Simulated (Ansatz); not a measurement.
# SnO₂: the gap under strain, fitted and tested

Plane-wave DFT in Ansatz, r2SCAN, scalar-relativistic PAW potentials, cutoff 500 eV, no spin-orbit coupling; no spin polarisation. SnO₂ in space group P4_2/mnm. Biaxial strain in the a-b plane; c and atoms relaxed (conventional cell); Kohn–Sham gaps sought over the whole zone.

| strain (%) | space group | gap (eV) |
| --- | --- | --- |
| -4.5 | P4_2/mnm | 2.251 |
| -3.0 | P4_2/mnm | ? |
| -1.5 | P4_2/mnm | 1.927 |
| +0.0 | P4_2/mnm | 1.769 |
| +1.5 | P4_2/mnm | 1.623 |
| +3.0 | P4_2/mnm | 1.496 |
| +4.5 | P4_2/mnm | 1.394 |

Fit the given gaps and predict the missing one.

Next to zero the slopes are -105 meV per % on the compressed side and -97 on the stretched side. No break shows at zero, so all given rows go into a parabola: E_g = 1.768 -0.0963 ε +0.00264 ε² eV (ε in %; scatter 6 meV). At -3.0 % this gives 2.081 eV; the run gave 2.089 eV, 8 meV away. The fit holds.

Cost: about 12 core-minutes for the runs cited, on Intel Xeon Processor @ 2.50GHz (Skylake/Cascade Lake) (shared hosts).